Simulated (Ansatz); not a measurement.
Crystal: CoO.

```xyz
2
Lattice="0.0000 2.1315 2.1315 2.1315 0.0000 2.1315 2.1315 2.1315 0.0000" Properties=species:S:1:pos:R:3 pbc="T T T"
Co    0.0000    0.0000    0.0000
O     2.1315    2.1315    2.1315
```

```yaml
Program: Ansatz 0.2.0
Task: relaxation of cell and atoms
Functional: PBEsol
Potentials_or_basis: Ansatz PAW
Cutoff: "420 eV (not typed: the program's choice for these potentials)"
k_mesh: 11 × 11 × 11
Occupations: fermi-dirac, width 0.05 eV
Spin: collinear spin, ferromagnetic start
Starting_moments: "[2.0, 0.0] μB"
```

At the start: volume 9.68 Å³/atom.

How do energy, volume and symmetry change on relaxing?

It ends after 7 steps and the volume is 9.08 Å³/atom (-6.3 %); space group Fm-3m (No. 225, to 0.05 Å); moment 2.80 μB per cell.

The path:
```tsv
step	energy change (eV)	largest force (eV/Å)	volume (Å³)
1	0.0000	0.0000	19.37
2	-0.0345	0.0000	18.75
3	-0.0475	0.0000	18.14
4	-0.0474	0.0000	18.19
5	-0.0430	0.0000	18.19
6	-0.0432	0.0000	18.15
7	-0.0431	0.0000	18.15
```

Final structure:
```cif
data_structure
_symmetry_space_group_name_H-M 'P 1'
_symmetry_Int_Tables_number 1
_cell_length_a 2.9499
_cell_length_b 2.9499
_cell_length_c 2.9499
_cell_angle_alpha 60.000
_cell_angle_beta 60.000
_cell_angle_gamma 60.000
_cell_volume 18.15
loop_
_atom_site_label
_atom_site_type_symbol
_atom_site_fract_x
_atom_site_fract_y
_atom_site_fract_z
_atom_site_occupancy
Co1 Co 0.00000 0.00000 0.00000 1
O1 O 0.50000 0.50000 0.50000 1
```

Caveat: the plane-wave basis is chosen anew once the cell has moved, so the energies of steps on either side of that aren't comparable; the pressure holds a Pulay correction of +0.8 GPa for the finite cutoff; a cell with one magnetic atom can't hold antiferromagnetic order, which such compounds often take; the PAW data sets come from PBE, with cores solved anew for the run's functional, which leaves a small shift of forces and pressure.
